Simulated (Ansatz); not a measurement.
Convergence notes, G0W0 on NaCl (NiAs type)

NaCl built on the NiAs prototype, relaxed with r2SCAN; one-shot G0W0 in Ansatz without spin-orbit coupling. All values are calculated for a non-magnetic cell, which may be hypothetical.

```cif
data_structure
_symmetry_space_group_name_H-M 'P6_3/mmc'
_symmetry_Int_Tables_number 194
_cell_length_a 3.8923
_cell_length_b 3.8923
_cell_length_c 6.7368
_cell_angle_alpha 90.000
_cell_angle_beta 90.000
_cell_angle_gamma 120.000
_cell_volume 88.39
loop_
_atom_site_label
_atom_site_type_symbol
_atom_site_symmetry_multiplicity
_atom_site_Wyckoff_symbol
_atom_site_fract_x
_atom_site_fract_y
_atom_site_fract_z
_atom_site_occupancy
Na1 Na 2 a 0.00000 0.00000 0.00000 1
Cl1 Cl 2 c 0.33333 0.66667 0.25000 1
```

Gaps are read over the mesh points alone. G0W0 values are finite-basis, finite-mesh values.
```tsv
start	potentials	frequency model	mesh	empty bands	screening cutoff (eV)	Kohn-Sham gap (eV)	G0W0 gap (eV)	rough cost
r2SCAN	PAW	contour deformation	6×6×2	143	80	5.86	8.09	80 core-seconds
r2SCAN	PAW	contour deformation	6×6×2	332	140	5.86	8.26	6 core-minutes
r2SCAN	PAW	contour deformation	6×6×2	610	210	5.86	8.37	30 core-minutes
HSE06	PAW	contour deformation	6×6×2	332	140	6.45	8.48	14 core-minutes
LDA	PAW	contour deformation	6×6×2	332	140	4.65	7.63	6 core-minutes
PBE	PAW	contour deformation	6×6×2	332	140	5.07	7.81	6 core-minutes
r2SCAN	PAW	Godby-Needs pole	6×6×2	332	140	5.86	8.24	8 core-minutes
r2SCAN	PAW	contour deformation	6×6×4	143	80	5.86	8.09	3 core-minutes
r2SCAN	norm-conserving	contour deformation	6×6×2	332	140	5.86	8.25	14 core-minutes
```

G0W0 moves the gap on the mesh from 5.86 eV (r2SCAN) to 8.37 eV (direct at Γ). Renormalisation factors Z lie between 0.81 and 0.87.

Raising bands and cutoff together moves the gap by +0.17 eV (80 to 140 eV), then +0.11 eV (140 to 210 eV); the last step is still large, so the basis limit isn't reached. Starting from HSE06 (6.45 eV against r2SCAN's 5.86 eV) gives 8.48 eV, +0.22 eV from G0W0@r2SCAN at the same screening cutoff. Starting from LDA (4.65 eV against r2SCAN's 5.86 eV) gives 7.63 eV, -0.63 eV from G0W0@r2SCAN at the same screening cutoff. Starting from PBE (5.07 eV against r2SCAN's 5.86 eV) gives 7.81 eV, -0.45 eV from G0W0@r2SCAN at the same screening cutoff. The Godby-Needs plasmon pole differs from contour deformation by -0.02 eV. A 6×6×4 mesh in place of 6×6×2 changes the opening over r2SCAN by 0.00 eV (the gap on the mesh by 0.00 eV). Norm-conserving potentials (wave cutoff 1250 eV against 500 eV) shift the quasiparticle gap by -0.01 eV and the r2SCAN gap by 0.00 eV. r2SCAN runs take a wave cutoff of 500 eV.
